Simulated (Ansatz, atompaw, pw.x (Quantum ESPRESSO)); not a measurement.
# Equation-of-state test of one PAW (atompaw) potential (copper)

| Quantity | Value |
| --- | --- |
| Element | Cu (Z = 29) |
| Generator | atompaw 4.2.0.5 |
| Type | PAW |
| Functional | PBEsol |
| Relativity | scalar-relativistic |
| Frozen core | [Ar] |
| Valence charge | 11 |
| Reference configuration | 3d10 4s1 4p0 |
| Partial waves | 4s (bound); 4s channel at 0.6 Ry; 4p (bound, empty); 4p channel at 0.95 Ry; 3d (bound); 3d channel at 0.05 Ry |
| Local potential | bessel scheme, radius 2.25 bohr |
| Core correction | smooth core density matched at 2.85 bohr |
| Augmentation charge | sinc compensation charge, radius 1.64 bohr; PAW radius 2.95 bohr; waves and projectors: bloechl |

Atomic tests: cutoffs needed: 21 Ry and 30 Ry (the cutoffs (Ry, on a coarse ladder) from which the occupation-weighted sum of valence levels, in a spherical-Bessel basis at the reference potential, stays within 10 and 1 mRy of its value at 400 Ry); ghost test: no extra level below or beside the all-electron valence levels (s, p, d, f tested) (spherical-Bessel basis up to 400 Ry, 20 bohr box); lowest eigenvalue of the overlap operator: 0.04 (p channel).

Crystal test: fcc Cu in pw.x 7.5, no spin, 16³ k-points, Fermi–Dirac smearing 0.01 Ry, cutoffs 40/400 Ry. The reference is all-electron LAPW (Ansatz 0.2.0) with the same functional, mesh and smearing; V0 and B0 come from Birch–Murnaghan fits to the pressures at five volumes. Errors are pseudo minus all-electron; Δ is the rms difference of the E(V) curves that follow from these fits, minima aligned, over ±6 % about the mean V0. Mesh and smearing are coarse, so the numbers serve the comparison and aren't converged zero-temperature values; the lattice is a test structure that the element need not adopt.

```csv
V (Å³/atom),P all-electron (GPa),P pseudo (GPa)
10.789,9.10,13.28
11.073,3.92,7.78
11.357,-0.53,3.06
11.641,-4.36,-1.02
11.925,-7.66,-4.53
```

All-electron: a0 = 3.564 Å (V0 = 11.32 Å³/atom), B0 = 167.7 GPa.

Pseudopotential: mean pressure error (GPa): +3.62; a0 (Å): 3.590; a0 error (%): +0.72; B0 error (%): -4.5; Δ (meV/atom): 8.8. The largest radius (2.95 bohr) exceeds half the bond length (2.38 bohr), so the spheres overlap, which is one possible source of error among others. This is a poor potential for the solid. The logarithmic derivative shows an extra or strongly shifted pseudo pole above the reference energy (p near 1.61 Ry).

Problem. At the middle volume, how do free energy and pressure move when the wave cutoff is lowered (ecutrho held at 400 Ry)?

Solution.

```
cutoff (Ry)  shift of F (meV/atom)  shift of P (GPa)
         18                 +556.9            -20.76
         24                 +103.3             -4.75
         32                   +8.0             -0.46
```

Input at the middle volume:

```
&control
  calculation='scf', prefix='x', pseudo_dir='./', outdir='./tmp', tstress=.true., disk_io='none'
/
&system
  ibrav=0, nat=1, ntyp=1, ecutwfc=40, ecutrho=400, nbnd=13,
  occupations='smearing', smearing='fd', degauss=0.01
/
&electrons
  conv_thr=1e-09, mixing_beta=0.4, electron_maxstep=70
/
ATOMIC_SPECIES
Cu 1.0 Cu.UPF
CELL_PARAMETERS angstrom
  0.00000000 1.78406721 1.78406721
  1.78406721 0.00000000 1.78406721
  1.78406721 1.78406721 0.00000000
ATOMIC_POSITIONS crystal
Cu 0.0000 0.0000 0.0000
K_POINTS automatic
16 16 16 0 0 0
```

```bash
pw.x < Cu.scf.in > Cu.scf.out
```

Lines of the output:

```
Message from routine setup:
     using ibrav=0 with symmetry is DISCOURAGED, use correct ibrav instead
     lattice parameter (alat)  =       4.7679  a.u.
     unit-cell volume          =      76.6408 (a.u.)^3
     number of electrons       =        11.00
     number of Kohn-Sham states=           13
     kinetic-energy cutoff     =      40.0000  Ry
     charge density cutoff     =     400.0000  Ry
     scf convergence threshold =      1.0E-09
     Exchange-correlation= SLA PW PSX PSC
     number of k points=   145  Fermi-Dirac smearing, width (Ry)=  0.0100
     iteration #  1     ecut=    40.00 Ry     beta= 0.40
     total energy              =    -210.41283621 Ry
     estimated scf accuracy    <       0.38089982 Ry
     iteration #  2     ecut=    40.00 Ry     beta= 0.40
     total energy              =    -210.51048123 Ry
     estimated scf accuracy    <       0.03744406 Ry
     iteration #  3     ecut=    40.00 Ry     beta= 0.40
     total energy              =    -210.53624991 Ry
     estimated scf accuracy    <       0.00541752 Ry
     iteration #  4     ecut=    40.00 Ry     beta= 0.40
     total energy              =    -210.53797732 Ry
     estimated scf accuracy    <       0.00389953 Ry
     iteration #  5     ecut=    40.00 Ry     beta= 0.40
     total energy              =    -210.53773108 Ry
     estimated scf accuracy    <       0.00089812 Ry
     iteration #  6     ecut=    40.00 Ry     beta= 0.40
     total energy              =    -210.53811163 Ry
     estimated scf accuracy    <       0.00011752 Ry
     iteration #  7     ecut=    40.00 Ry     beta= 0.40
     total energy              =    -210.53814952 Ry
     estimated scf accuracy    <       0.00000005 Ry
     iteration #  8     ecut=    40.00 Ry     beta= 0.40
     total energy              =    -210.53814970 Ry
     estimated scf accuracy    <       0.00000270 Ry
     iteration #  9     ecut=    40.00 Ry     beta= 0.40
     total energy              =    -210.53814965 Ry
     estimated scf accuracy    <       0.00000055 Ry
     iteration # 10     ecut=    40.00 Ry     beta= 0.40
     total energy              =    -210.53814969 Ry
     estimated scf accuracy    <          7.8E-09 Ry
     iteration # 11     ecut=    40.00 Ry     beta= 0.40
     total energy              =    -210.53814968 Ry
     estimated scf accuracy    <       0.00000001 Ry
     iteration # 12     ecut=    40.00 Ry     beta= 0.40
     total energy              =    -210.53814968 Ry
     estimated scf accuracy    <          3.6E-09 Ry
     iteration # 13     ecut=    40.00 Ry     beta= 0.40
     the Fermi energy is    13.2383 ev
!    total energy              =    -210.53814968 Ry
     estimated scf accuracy    <          2.5E-12 Ry
     smearing contrib. (-TS)   =      -0.00131811 Ry
     The total energy is F=E-TS. E is the sum of the following terms:
     one-electron contribution =     -26.74349928 Ry
     hartree contribution      =      25.90650466 Ry
     xc contribution           =     -14.97328806 Ry
     ewald contribution        =     -82.27569731 Ry
     one-center paw contrib.   =    -112.45085158 Ry
     convergence has been achieved in  13 iterations
          total   stress  (Ry/bohr**3)                   (kbar)     P=       30.56
     Message from routine punch:
     Nothing written, as per user request (disk_io='none')
```

The run at the middle volume (145 k-points, 13 iterations) took about 14 s on one core of a shared host (AMD EPYC 7R43 64-Core Processor, 256 threads, 1004 GiB, load 91).
